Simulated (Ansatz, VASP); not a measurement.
## One calculation of InPd, two programs

The input POSCAR:

```
InPd
1.0
    3.2718847800      0.0000000000      0.0000000000
    0.0000000000      3.2718847800      0.0000000000
    0.0000000000      0.0000000000      3.2718847800
In Pd
1 1
Direct
    0.0000000000      0.0000000000      0.0000000000
    0.5000000000      0.5000000000      0.5000000000
```

The input INCAR.step1:

```
SYSTEM = InPd
  ALGO = Normal
  EDIFF = 1E-5
  ENCUT = 600
  GGA = PE
  ISMEAR = -1
  LASPH = .True.
  LCHARG = .False.
  LREAL = .False.
  LWAVE = .True.
  NELM = 80
  PREC = Accurate
  SIGMA = 0.05
```

File INCAR.step2:

```
SYSTEM = InPd
  AEXX = 0.25
  ALGO = Normal
  EDIFF = 1E-6
  EDIFFG = -0.005
  ENCUT = 600
  GGA = PE
  IBRION = 2
  ISIF = 3
  ISMEAR = -1
  ISTART = 1
  LASPH = .True.
  LCHARG = .False.
  LHFCALC = .True.
  LREAL = .False.
  LWAVE = .False.
  NELM = 80
  NSW = 40
  PREC = Accurate
  PRECFOCK = Fast
  SIGMA = 0.05
```

KPOINTS

```
k-points
0
Gamma
  4 4 4
  0 0 0
```

input.yaml

```yaml
crystal:
  lattice:
    - [3.27188478, 0.0, 0.0]
    - [0.0, 3.27188478, 0.0]
    - [0.0, 0.0, 3.27188478]
  atoms:
    - { symbol: In, position: [0.0, 0.0, 0.0] }
    - { symbol: Pd, position: [0.5, 0.5, 0.5] }
hamiltonian:
  xc: pbe0
  pseudopotentials: { kind: paw }
kpoints:
  mp_grid: { grid: [4, 4, 4] }
scf:
  occupations: { method: fermi_dirac, width: 0.05 }
output:
  forces: true
  stress: true
  eigenvalues: true
relax:
  f_tol: 0.01
  max_steps: 40
  cell: { stress_tol: 0.05 }
```

The cell comes from a database or a generator and needn't be the stable form of this composition.

Alike in both runs: task relaxation of cell and atoms; functional PBE0; k mesh 4 × 4 × 4; occupations fermi-dirac, width 0.05 eV; no spin polarisation.

|  | VASP | Ansatz |
| --- | --- | --- |
| version | VASP 6.6.1 | Ansatz 0.2.0 |
| potentials or method | VASP PAW PBE potentials, release 64 (In_d, Pd) | Ansatz PAW |
| plane-wave cutoff (eV) | 600 | 420 |
| valence electrons in the cell | 23 | 31 |

Ansatz gave:

* gap on the k mesh at the Fermi level, each at its own relaxed structure (eV): none
* relaxed volume (Å³/atom): 17.40
* relaxed cell length with the largest relative difference (Å): 3.265

Q: What did VASP give for the same quantities?

A: gap on the k mesh at the Fermi level, each at its own relaxed structure (eV): none; relaxed volume (Å³/atom): 17.42; relaxed cell length with the largest relative difference (Å): 3.266.

A gap of «none» marks a metal or a gap that the smearing closes. The two sets of potentials don't hold the same shells in valence.

Caveats: the k mesh is coarse (spacing up to 0.48 Å⁻¹), so the values aren't converged, least of all with exact exchange; the PAW data sets were made with another functional, which shifts forces and pressure a little (VASP); the plane-wave basis is chosen anew once the cell has moved, so the energies of steps on either side of that aren't comparable (Ansatz); the PAW data sets come from PBE, with cores solved anew for the run's functional, which leaves a small shift of forces and pressure (Ansatz).
